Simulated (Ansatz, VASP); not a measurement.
## One calculation of FeO, two programs

INCAR

```
PREC = Accurate
ENCUT = 520
EDIFF = 1E-6
ISMEAR = -1
SIGMA = 0.05
LREAL = False
LASPH = True
NELM = 150
ALGO = Normal
ISIF = 2
LWAVE = False
LCHARG = False
ISPIN = 2
MAGMOM = 3 0
LORBIT = 11
LMAXMIX = 4
GGA = PE
NBANDS = 18
```

Contents of KPOINTS:

```
Automatic mesh
0
Gamma
  11 11 11
```

The input POSCAR:

```
FeO
1.0
    0.0000000000      2.1837639411      2.1837639411
    2.1837639411      0.0000000000      2.1837639411
    2.1837639411      2.1837639411      0.0000000000
Fe O
1 1
Direct
    0.0000000000      0.0000000000      0.0000000000
    0.5000000000      0.5000000000      0.5000000000
```

Contents of input.yaml:

```yaml
crystal:
  lattice:
    - [0.0, 2.1837639411, 2.1837639411]
    - [2.1837639411, 0.0, 2.1837639411]
    - [2.1837639411, 2.1837639411, 0.0]
  atoms:
    - { symbol: Fe, position: [0.0, 0.0, 0.0], spin: 3.0 }
    - { symbol: O, position: [0.5, 0.5, 0.5] }
hamiltonian:
  xc: pbe
  pseudopotentials: { kind: paw }
magnetization:
  spin_polarized: true
kpoints:
  mp_grid: { grid: [11, 11, 11] }
scf:
  occupations: { method: fermi_dirac, width: 0.05 }
output:
  forces: true
  stress: true
  eigenvalues: true
```

Alike in both runs: task single point; functional PBE; k mesh 11 × 11 × 11; occupations fermi-dirac, width 0.05 eV; collinear spin.

```csv
,VASP,Ansatz
version,VASP 6.6.1,Ansatz 0.2.0
potentials or method,"VASP PAW PBE potentials, release 64 (Fe, O)",Ansatz PAW
plane-wave cutoff (eV),520,420
valence electrons in the cell,14,22
```

Ansatz gave:

| Property | Result |
| --- | --- |
| gap on the k mesh at the Fermi level (eV) | none |
| pressure (GPa) | -6.8 |
| net moment per atom (μB) | 2.00 |
| size of the moment on the site where the two differ most (μB) | 3.47 |

What did VASP give for the same quantities?

gap on the k mesh at the Fermi level (eV): none; pressure (GPa): -6.8; net moment per atom (μB): 2.00; size of the moment on the site where the two differ most (μB): 3.62.

Site moments also hang on the region over which each program counts them. A gap of «none» marks a metal or a gap that the smearing closes. The two sets of potentials don't hold the same shells in valence.

Caveats: a cell with one magnetic atom can't hold antiferromagnetic order, which such compounds often take; semilocal functionals often make such compounds metallic where correlation or magnetic order opens a gap, which also shifts bond lengths; the pressure holds a Pulay correction of +0.6 GPa for the finite cutoff (Ansatz).
